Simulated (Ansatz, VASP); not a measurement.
**Two plane-wave programs on GaSb**

Contents of INCAR:

```
  PREC = Accurate
  ENCUT = 520
  EDIFF = 1E-7
  ISMEAR = -1
  SIGMA = 0.05
  LREAL = False
  LASPH = True
  NELM = 80
  ALGO = Normal
  ISIF = 2
  LWAVE = False
  LCHARG = True
  GGA = CA
  LELF = True
  LVHAR = True
  NBANDS = 16
```

Contents of KPOINTS:

```
regular mesh
0
Gamma
  8 8 8
```

Contents of POSCAR:

```
GaSb
1.0
    0.0000000000      3.0590000000      3.0590000000
    3.0590000000      0.0000000000      3.0590000000
    3.0590000000      3.0590000000      0.0000000000
Sb Ga
1 1
Direct
    0.7500000000      0.7500000000      0.7500000000
    0.0000000000      0.0000000000      0.0000000000
```

Contents of input.yaml:

```yaml
crystal:
  lattice:
    - [0.0, 3.059, 3.059]
    - [3.059, 0.0, 3.059]
    - [3.059, 3.059, 0.0]
  atoms:
    - { symbol: Sb, position: [0.75, 0.75, 0.75] }
    - { symbol: Ga, position: [0.0, 0.0, 0.0] }
hamiltonian:
  xc: lda
  pseudopotentials: { kind: paw }
kpoints:
  mp_grid: { grid: [8, 8, 8] }
  band_path:
    path:
      - [[0.0, 0.0, 0.0], [0.5, 0.0, 0.5], [0.5, 0.25, 0.75], [0.375, 0.375, 0.75], [0.0, 0.0, 0.0], [0.5, 0.5, 0.5], [0.625, 0.25, 0.625], [0.5, 0.25, 0.75], [0.5, 0.5, 0.5], [0.375, 0.375, 0.75]]
      - [[0.625, 0.25, 0.625], [0.5, 0.0, 0.5]]
    npoints: 14
scf:
  occupations: { method: fermi_dirac, width: 0.05 }
  n_extra_bands: 6
output:
  forces: true
  stress: true
  eigenvalues: true
  fatbands: true
```

Alike in both runs: functional LDA; k mesh 8 × 8 × 8; occupations fermi-dirac, width 0.05 eV; no spin polarisation.

|  | VASP | Ansatz |
| --- | --- | --- |
| version | VASP 6.6.1 | Ansatz 0.2.0 |
| potentials or method | VASP PAW LDA potentials, release 64 (Sb, Ga_d) | Ansatz PAW |
| plane-wave cutoff (eV) | 520 | 420 |
| valence electrons in the cell | 18 | 28 |
| task | single point | band structure |

```tsv
	VASP	Ansatz	Ansatz less VASP
gap on the k mesh at the Fermi level (eV)	none	none	-
pressure (GPa)	-1.6	-1.7	-0.17
```

A gap of «none» marks a metal or a gap that the smearing closes. The two sets of potentials don't hold the same shells in valence.

Caveats: this crystal is a semiconductor, whose small gap the functional closes, so the metal is an error of the method; spin-orbit coupling is left out, which moves the levels of the heavy elements (Ansatz); the PAW data sets come from PBE, with cores solved anew for the run's functional, which leaves a small shift of forces and pressure (Ansatz). Spin-orbit coupling is left out, which matters for the levels of Sb.
